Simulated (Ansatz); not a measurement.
Fe under changes of volume

One of the cells (12.019 Å³/atom); the others are scaled copies at fixed shape and fractional positions:

```
Fe
1.0
    -1.44300    1.44300    1.44300
     1.44300   -1.44300    1.44300
     1.44300    1.44300   -1.44300
Fe
1
Direct
  0.00000 0.00000 0.00000
```

```yaml
Program: Ansatz 0.2.0
Functional: HF
Potentials_or_basis: Ansatz PAW
Cutoff: "420 eV (not typed: the program's choice for these potentials)"
k_mesh: 7 × 7 × 7
Occupations: fermi-dirac, width 0.05 eV
Spin: collinear spin, ferromagnetic start
Starting_moments: "[3.0] μB"
```

```csv
volume (Å³/atom),energy over the lowest point (meV/atom),pressure (GPa)
11.298,?,?
11.538,840.33,47.2
11.778,773.48,42.1
12.019,171.42,47.2
12.259,112.15,42.3
12.499,52.78,37.4
12.740,0.00,33.0
```

What does the run at 11.298 Å³/atom give?

Energy over the lowest point 916.07 meV/atom; pressure 52.8 GPa.

The energies don't lie on one smooth curve, so no fit is given. The run at 11.778 Å³/atom lies farthest off, from a change of basis, grid or state.

Energies are extrapolated to zero smearing.

Caveats: all runs use coarse meshes; the magnetic or orbital state may not be the lowest; the PAW data sets come from PBE, with cores solved anew for the run's functional, which leaves a small shift of forces and pressure; the thresholds are loose for stress.
